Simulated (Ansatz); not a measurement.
Crystal: NbAs.

```
CELL_PARAMETERS angstrom
-1.72585 1.72585 5.84000
1.72585 -1.72585 5.84000
1.72585 1.72585 -5.84000
ATOMIC_POSITIONS crystal
Nb 0.50000 0.00000 0.50000
Nb 0.75000 0.75000 0.00000
As 0.91600 0.41600 0.50000
As 0.16600 0.16600 0.00000
```

```yaml
Program: Ansatz 0.2.0
Task: relaxation of cell and atoms
Functional: BLYP
Dispersion: D4
Potentials_or_basis: Ansatz PAW
Cutoff: "420 eV (not typed: the program's choice for these potentials)"
k_mesh: 11 × 11 × 11
Occupations: fermi-dirac, width 0.05 eV
Spin: no spin polarisation
```

At the start: volume 17.39 Å³/atom.

How do energy, volume and symmetry change on relaxing?

It ends after 5 steps and the volume is 17.80 Å³/atom (+2.3 %); space group I4_1md (No. 109, to 0.05 Å).

The path:
```csv
step,energy change (eV),largest force (eV/Å),volume (Å³)
1,0.0000,0.2915,69.58
2,-0.0071,0.1005,72.78
3,-0.0253,0.0056,71.26
4,-0.0254,0.0059,71.18
5,-0.0258,0.0059,71.18
```

Final structure:
```cif
data_structure
_symmetry_space_group_name_H-M 'P 1'
_symmetry_Int_Tables_number 1
_cell_length_a 6.3910
_cell_length_b 6.3910
_cell_length_c 6.3910
_cell_angle_alpha 148.464
_cell_angle_beta 148.464
_cell_angle_gamma 45.201
_cell_volume 71.18
loop_
_atom_site_label
_atom_site_type_symbol
_atom_site_fract_x
_atom_site_fract_y
_atom_site_fract_z
_atom_site_occupancy
Nb1 Nb 0.49906 0.99906 0.50000 1
Nb2 Nb 0.74906 0.74906 0.00000 1
As1 As 0.91694 0.41694 0.50000 1
As2 As 0.16694 0.16694 0.00000 1
```

Caveat: the plane-wave basis is chosen anew once the cell has moved, so the energies of steps on either side of that aren't comparable; pairwise dispersion overbinds metals, which lowers pressure and volume; the PAW data sets come from PBE, with cores solved anew for the run's functional, which leaves a small shift of forces and pressure.
